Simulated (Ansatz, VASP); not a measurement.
Given: the input of a run of Ansatz 0.2.0 on HfC.

File input.yaml:

```yaml
crystal:
  lattice:
    - [0.0, 2.309395503, 2.309395503]
    - [2.309395503, 0.0, 2.309395503]
    - [2.309395503, 2.309395503, 0.0]
  atoms:
    - { symbol: Hf, position: [0.5, 0.5, 0.5] }
    - { symbol: C, position: [0.0, 0.0, 0.0] }
hamiltonian:
  xc: pbe
  pseudopotentials: { kind: paw }
kpoints:
  mp_grid: { grid: [10, 10, 10] }
scf:
  occupations: { method: fermi_dirac, width: 0.05 }
output:
  forces: true
  stress: true
  eigenvalues: true
```

Potentials or basis: Ansatz PAW.

Launch:

```console
$ ansatz run input.yaml --threads 1 --pin off --max-ram 3584MiB --backend cpu --events-out ev --progress --plain --runs-dir out
```

Problem. Set up the same calculation for VASP 6.6.1. Potentials there: VASP PAW PBE potentials, release 64 (Hf_pv, C).

Solution. As run (the cutoff follows the program's own potentials):

INCAR

```
PREC = Accurate
ENCUT = 520
EDIFF = 1E-7
ISMEAR = -1
SIGMA = 0.05
LREAL = False
LASPH = True
NELM = 100
ALGO = Normal
ISIF = 2
LWAVE = False
LCHARG = False
GGA = PE
NBANDS = 14
```

File KPOINTS:

```
regular mesh
0
Gamma
  10 10 10
```

File POSCAR:

```
HfC
1.0
    0.0000000000      2.3093955030      2.3093955030
    2.3093955030      0.0000000000      2.3093955030
    2.3093955030      2.3093955030      0.0000000000
Hf C
1 1
Direct
    0.5000000000      0.5000000000      0.5000000000
    0.0000000000      0.0000000000      0.0000000000
```

Potentials or basis: VASP PAW PBE potentials, release 64 (Hf_pv, C).

Launch:

```sh
$ cat potpaw_PBE.64/Hf_pv/POTCAR potpaw_PBE.64/C/POTCAR > POTCAR
$ mpirun -np 1 vasp_std > vasp.out
```

Both were run:

|  | VASP | Ansatz | Ansatz less VASP |
| --- | --- | --- | --- |
| gap on the k mesh at the Fermi level (eV) | none | none | - |
| pressure (GPa) | 4.6 | 5.2 | +0.57 |

A gap of «none» marks a metal or a gap that the smearing closes. With one functional, cell and mesh, what is left measures potentials, basis and numerics. The two sets of potentials don't hold the same shells in valence.

Spin-orbit coupling is left out, which matters for the levels of Hf.
